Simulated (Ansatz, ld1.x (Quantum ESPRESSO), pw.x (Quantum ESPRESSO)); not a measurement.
Which Nb potential is closest to all-electron in the fcc crystal?

All use PBE, scalar-relativistic, no spin, cutoffs from each file’s atomic test, pw.x 7.5; 13³ k-points, Fermi–Dirac smearing 0.01 Ry. Δ is the rms difference from all-electron LAPW of the E(V) curves that follow from fits to the pressures, over ±6 % in volume. Mesh and smearing are coarse and serve the comparison alone. The files are a selection: those with a ghost or negative overlap were mostly not run, and those with noisy or unconverged pressures or nearly equal Δ are left out.

All-electron: a0 = 4.221 Å (V0 = 18.81 Å³/atom), B0 = 163.2 GPa.

Question: Rank them by Δ, smallest first.
A. norm-conserving RRKJ (Kleinman–Bylander form), ld1.x (Quantum ESPRESSO) 7.5, PBE; core [Kr], reference 4d4 5s1 5p0; waves: 5p (bound, empty): rc 3.95 bohr; 4d (bound): rc 1.45 bohr; 5s (bound): rc 3.15 bohr; local part: the s channel; core correction: a·sin(br)/r model core inside 0.85 bohr.
B. norm-conserving Troullier–Martins (Kleinman–Bylander form), ld1.x (Quantum ESPRESSO) 7.5, PBE; core [Kr], reference 4d4 5s1 5p0; waves: 5p (bound, empty): rc 4.00 bohr; 4d (bound): rc 2.05 bohr; 4f channel at 0.1 Ry: rc 3.05 bohr; 5s (bound): rc 3.15 bohr; local part: the s channel; core correction: a·sin(br)/r model core, default radius (core density twice the valence density).
C. ultrasoft, ld1.x (Quantum ESPRESSO) 7.5, PBE; core [Kr], reference 4d4 5s0 5p0; waves: 5s (bound, empty): rcut 2.25, rcutus 2.80 bohr; 5s channel at 0.1 Ry: rcut 2.25, rcutus 2.80 bohr; 5p (bound, empty): rcut 3.05, rcutus 3.90 bohr; 5p channel at 0.2 Ry: rcut 3.05, rcutus 3.90 bohr; 4d (bound): rcut 1.20, rcutus 1.60 bohr; 4d channel at 0.05 Ry: rcut 1.20, rcutus 1.60 bohr; local part: all-electron potential smoothed inside 2.70 bohr (lloc = -1); core correction: Bessel-smoothed model core inside 1.65 bohr; augmentation: built from norm-conserving waves at rcut, not smoothed further.

Answer: B (1.1 meV/atom), C (2.5 meV/atom), A (17.2 meV/atom).
